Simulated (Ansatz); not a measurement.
Ti: single point with PBE

The system is Ti.

```
Ti
1.0
    -1.64100    1.64100    1.64100
     1.64100   -1.64100    1.64100
     1.64100    1.64100   -1.64100
Ti
1
Direct
  0.00000 0.00000 0.00000
```

This isn't the form of Ti at room conditions, which is hcp.

```
Program             : Ansatz 0.2.0
Task                : single point
Functional          : PBE
Potentials or basis : all-electron LAPW, scalar-relativistic
Cutoff              : 227 eV (chosen from the basis error)
Basis error allowed : 0.001 eV/atom
k mesh              : 11 × 11 × 11
Occupations         : gaussian, width 0.016 eV
Spin                : no spin polarisation
```

* Pressure: -2.9 GPa
* Band gap on the k mesh: none (metal or under the smearing width)

Levels at points of the mesh, in eV from the Fermi level:
```tsv
k point	band 3	band 4	band 5	band 6	band 7	band 8	band 9	band 10
(0.00, 0.00, 0.00)	-32.39	-32.39	-5.89	1.00	1.00	1.00	2.72	2.72
```

Wall time 2.6 s on 1 thread of Arm Neoverse V1, on a shared host, peak memory 0.21 GiB.
